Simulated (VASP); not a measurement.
Here is a VASP 6.6.1 calculation.

INCAR

```
SYSTEM = W
PREC     = Accurate       ! precision mode
ENCUT    = 400            ! plane-wave cutoff, eV
EDIFF    = 1E-6           ! SCF threshold, eV
ISMEAR   = 1              ! smearing method
SIGMA    = 0.1            ! smearing width, eV
LREAL    = Auto         
LASPH    = .True.         ! aspherical terms in the spheres
NELM     = 60             ! most SCF steps
ALGO     = Fast           ! electronic algorithm
ISIF     = 2              ! what is computed and relaxed
LWAVE    = .False.        ! write WAVECAR
LCHARG   = .False.        ! write CHGCAR
GGA      = MK             ! functional
LUSE_VDW = .True.       
AGGAC    = 0.0          
PARAM1   = 0.1234       
PARAM2   = 0.711357     
ZAB_VDW  = -1.8867      
ISYM     = 0
```

Contents of KPOINTS:

```
regular mesh
0
Gamma
  5 6 1
  0 0 0
```

Contents of POSCAR:

```
W
1.0
    6.3200000000      0.0000000000      0.0000000000
    3.1600000000      4.4689148571      0.0000000000
    0.0000000000      0.0000000000     23.2033722856
W
16
Direct
    0.7500000000      0.5000000000      0.1077000000
    0.2500000000      0.5000000000      0.1077000000
    0.7500000000      0.0000000000      0.1077000000
    0.2500000000      0.0000000000      0.1077000000
    0.0000000000      0.0000000000      0.2040000000
    0.5000000000      0.0000000000      0.2040000000
    0.0000000000      0.5000000000      0.2040000000
    0.5000000000      0.5000000000      0.2040000000
    0.7500000000      0.5000000000      0.3007000000
    0.2500000000      0.5000000000      0.3007000000
    0.7500000000      0.0000000000      0.3007000000
    0.2500000000      0.0000000000      0.3007000000
    0.0001000000      0.0000000000      0.3943000000
    0.5001000000      0.0000000000      0.3943000000
    0.0001000000      0.5000000000      0.3943000000
    0.5001000000      0.5000000000      0.3943000000
```

Potentials or basis: VASP PAW PBE potentials, release 64 (W_sv).

Launch:

```console
$ cat potpaw_PBE.64/W_sv/POTCAR > POTCAR
$ mpirun -np 4 vasp_std > vasp.out
```

(1) What does it give for the band gap on the k mesh?

(2) What does it give for the largest force?

## Answers

(1) none (metal or under the smearing width).

(2) 0.558 eV/Å.

Caveat: the PAW data sets were made with another functional, which shifts forces and pressure a little.
